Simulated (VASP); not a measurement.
# BN: convergence, relaxation of the atoms

BN, P1 (no. 1), 8 atoms in the cell. RPBE, relaxation of the atoms; PAW potentials N, B (PBE set). VASP 6.6.1.

Wanted: energy within 1 meV/atom; two shortest distances of each atom within 0.01 Å.

POSCAR:
```
BN
1.0
    3.6260020000      0.0000000000      0.0000000000
    0.0000000000      3.6260020000      0.0000000000
    0.0000000000      0.0000000000      3.6260020000
N B
4 4
Direct
    0.2623240000      0.2579360000      0.2517080000
    0.7308220000      0.7595360000      0.2539230000
    0.7454620000      0.2533410000      0.7523600000
    0.2613410000      0.7427800000      0.7558400000
   -0.0083500000     -0.0108750000     -0.0138180000
    0.5171640000      0.4929960000     -0.0101940000
    0.4907810000     -0.0126770000      0.4955500000
    0.0004550000      0.5169630000      0.5146300000
```

The series start from Force threshold EDIFFG (eV/Å): -0.02; Electronic threshold EDIFF (eV): 1e-6; Relaxation method: conjugate gradient, POTIM 0.5; Mixing and least electronic steps: default. Each series keeps the choices made before it, and each single choice may use up half of a tolerance.

## Force threshold EDIFFG (eV/Å)

| Force threshold EDIFFG (eV/Å) | Energy less reference (meV/atom) | Two shortest distances of each atom, largest deviation (Å) | SCF iterations | Time (s) |
|---|---|---|---|---|
| -0.1 | 0.0 | 0.002 | 58 | 28 |
| -0.05 | 0.0 | 0.000 | 67 | 32 |
| -0.02 | 0.0 | 0.000 | 67 | 38 |
| -0.01 | 0.0 | 0.000 | 72 | 36 |
| -0.003 (reference) | 0.0 | 0.000 | 76 | 36 |

Chosen: -0.1, the loosest value from which every tighter one stays within half of the tolerance.

## Electronic threshold EDIFF (eV)

| Electronic threshold EDIFF (eV) | Energy less reference (meV/atom) | Two shortest distances of each atom, largest deviation (Å) | SCF iterations | Time (s) |
|---|---|---|---|---|
| 0.001 | 0.0 | 0.001 | 34 | 17 |
| 0.0001 | 0.0 | 0.000 | 41 | 19 |
| 1e-5 | 0.0 | 0.000 | 48 | 24 |
| 1e-6 | 0.0 | 0.000 | 58 | 28 |
| 1e-7 (reference) | 0.0 | 0.000 | 67 | 30 |

Chosen: 0.001.

## Relaxation method

| Relaxation method | Energy less reference (meV/atom) | Two shortest distances of each atom, largest deviation (Å) | Time (s) |
|---|---|---|---|
| conjugate gradient, POTIM 0.5 | 0.0 | 0.000 | 17 |
| conjugate gradient, POTIM 0.2 | 0.0 | 0.001 | 14 |
| conjugate gradient, POTIM 1.0 | 0.0 | 0.001 | 26 |
| quasi-Newton, POTIM 0.5 | 0.0 | 0.001 | 17 |
| quasi-Newton, POTIM 0.3, 10 steps kept | 0.0 | 0.001 | 13 |
| quasi-Newton, POTIM 0.5, at least 5 electronic steps | 0.0 | 0.002 | 18 |
| damped dynamics, POTIM 0.2, SMASS 0.4 | 0.1 | 0.002 | 42 |
| damped dynamics, POTIM 0.4, SMASS 0.8 | no result | no result | 338 |
| velocity quench, POTIM 0.1 | 0.0 | 0.002 | 16 |

Chosen: quasi-Newton, POTIM 0.3, 10 steps kept; it saves 4.4 s of 17, so conjugate gradient, POTIM 0.5 would do nearly as well.

## Mixing and least electronic steps

| Mixing and least electronic steps | Energy less reference (meV/atom) | Two shortest distances of each atom, largest deviation (Å) | SCF iterations | Time (s) |
|---|---|---|---|---|
| default | 0.0 | 0.000 | 23 | 13 |
| MAXMIX 40 | 0.0 | 0.000 | 22 | 14 |
| NELMIN 4 | 0.0 | 0.000 | 26 | 15 |
| NELMIN 4, MAXMIX 40 | 0.0 | 0.000 | 26 | 15 |
| ALGO Fast | 0.0 | 0.000 | 26 | 14 |

Chosen: default; no other choice that stays within half of the tolerance saves 30 % of the time.

## All choices together

| Input | Energy less reference (meV/atom) | Two shortest distances of each atom, largest deviation (Å) | Time (s) |
|---|---|---|---|
| program defaults (naive) | 0.0 | 0.002 | 24 |
| chosen settings | 0.0 | 0.001 | 13 |
| reference settings throughout | 0.0 | 0.000 | 52 |

The tolerance is met.

## The input

INCAR:
```
PREC = Normal
ENCUT = 500
EDIFF = 0.001
ISMEAR = 0
SIGMA = 0.05
LREAL = F
LASPH = T
NELM = 100
ALGO = Normal
LWAVE = F
LCHARG = F
GGA = RP
IBRION = 1
NSW = 150
ISIF = 2
EDIFFG = -0.1
POTIM = 0.3
KPAR = 4
NFREE = 10
```

KPOINTS:
```
k-points
0
Gamma
  5 5 5
```

Commands:
```
cat potpaw_PBE.64/N/POTCAR potpaw_PBE.64/B/POTCAR > POTCAR
mpirun -np 4 vasp_std > vasp.out
```

The naive input happens to agree within the tolerance here, in 24 s.

Limits: the start was distorted on purpose (atoms moved at random), so the space group given is the start's and not the crystal's.

The chosen input took VASP 6.6.1 13 s on 4 cores (Intel Xeon 6975P-C (Granite Rapids)), a shared host.

## An input that fails: ionic step far too long

VASP's message: internal error in: us.F  at line: 1398 internal ERROR SETYLM_AUG: -20 35 1340 20 -21 34 34 If you are not a developer, you should not encounter this problem. Please submit a bug report.

Changes against the starting input:
```
- NELM = 100
- IBRION = 2
- NSW = 150
- POTIM = 0.5
+ NELM = 60
+ IBRION = 3
+ NSW = 30
+ POTIM = 5.0
+ SMASS = 0.4
```
